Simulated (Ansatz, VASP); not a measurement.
**Two plane-wave programs on Si**

The input INCAR:

```
SYSTEM = Si
ALGO     = Normal         ! electronic algorithm
EDIFF    = 1E-6           ! SCF threshold, eV
EDIFFG   = -0.04          ! ionic threshold
ENCUT    = 600            ! plane-wave cutoff, eV
GGA      = PS             ! functional
IBRION   = 2              ! ionic algorithm
ISIF     = 3              ! what is computed and relaxed
ISMEAR   = 0              ! smearing method
LASPH    = .TRUE.         ! aspherical terms in the spheres
LCHARG   = .FALSE.        ! write CHGCAR
LREAL    = .FALSE.        ! projectors in reciprocal space
LWAVE    = .FALSE.        ! write WAVECAR
NELM     = 100            ! most SCF steps
NSW      = 90             ! ionic steps
PREC     = Accurate       ! precision mode
SIGMA    = 0.1            ! smearing width, eV
```

KPOINTS

```
k-points
0
G
  4 4 4
  0 0 0
```

POSCAR

```
Si
1.0
    5.4680853894      0.0000000000      0.0000000000
    0.0000000000      5.4680853894      0.0000000000
    0.0000000000      0.0000000000      5.4680853894
Si
8
Direct
    0.5000000000      0.5000000000      0.5000000000
    0.0000000000      0.0000000000      0.0000000000
    0.2500000000      0.0000000000      0.5000000000
    0.5000000000      0.2500000000      0.0000000000
    0.5000000000      0.7500000000      0.0000000000
    0.7500000000      0.0000000000      0.5000000000
    0.0000000000      0.5000000000      0.7500000000
    0.0000000000      0.5000000000      0.2500000000
```

Input for Ansatz:

```yaml
crystal:
  lattice:
    - [5.4680853894, 0.0, 0.0]
    - [0.0, 5.4680853894, 0.0]
    - [0.0, 0.0, 5.4680853894]
  atoms:
    - { symbol: Si, position: [0.5, 0.5, 0.5] }
    - { symbol: Si, position: [0.0, 0.0, 0.0] }
    - { symbol: Si, position: [0.25, 0.0, 0.5] }
    - { symbol: Si, position: [0.5, 0.25, 0.0] }
    - { symbol: Si, position: [0.5, 0.75, 0.0] }
    - { symbol: Si, position: [0.75, 0.0, 0.5] }
    - { symbol: Si, position: [0.0, 0.5, 0.75] }
    - { symbol: Si, position: [0.0, 0.5, 0.25] }
basis:
  ecutwfc: 420
kpoints:
  mp_grid: { grid: [4, 4, 4] }
hamiltonian:
  xc: pbesol
scf:
  occupations: { method: gaussian, width: 0.1 }
  lower_state_search: "off"
output:
  forces: true
  stress: true
  eigenvalues: true
relax:
  adjacent_minimum: "off"
  f_tol: 0.04
  max_steps: 70
  cell: { stress_tol: 0.4 }
```

Alike in both runs: task relaxation of cell and atoms; functional PBEsol; k mesh 4 × 4 × 4; occupations gaussian, width 0.1 eV; no spin polarisation.

|  | VASP | Ansatz |
| --- | --- | --- |
| version | VASP 6.6.1 | Ansatz 0.2.0 |
| potentials or method | VASP PAW PBE potentials, release 64 (Si) | scalar-relativistic, plane waves, PAW |
| plane-wave cutoff (eV) | 600 | 420 |
| valence electrons in the cell | 32 | 32 |

|  | VASP | Ansatz | Ansatz less VASP |
| --- | --- | --- | --- |
| gap on the k mesh at the Fermi level, each at its own relaxed structure (eV) | none | none | - |
| relaxed volume (Å³/atom) | 14.40 | 14.41 | +0.005 |
| relaxed cell length with the largest relative difference (Å) | 4.866 | 4.866 | +0.0005 |
| energy change over the relaxation (meV/atom) | -403 | -406 | -3.3 |

A gap of «none» marks a metal or a gap that the smearing closes.

Caveats: the volume moved by over 15 % at a fixed basis, so the end points are rough (VASP); the PAW data sets were made with another functional, which shifts forces and pressure a little (VASP).
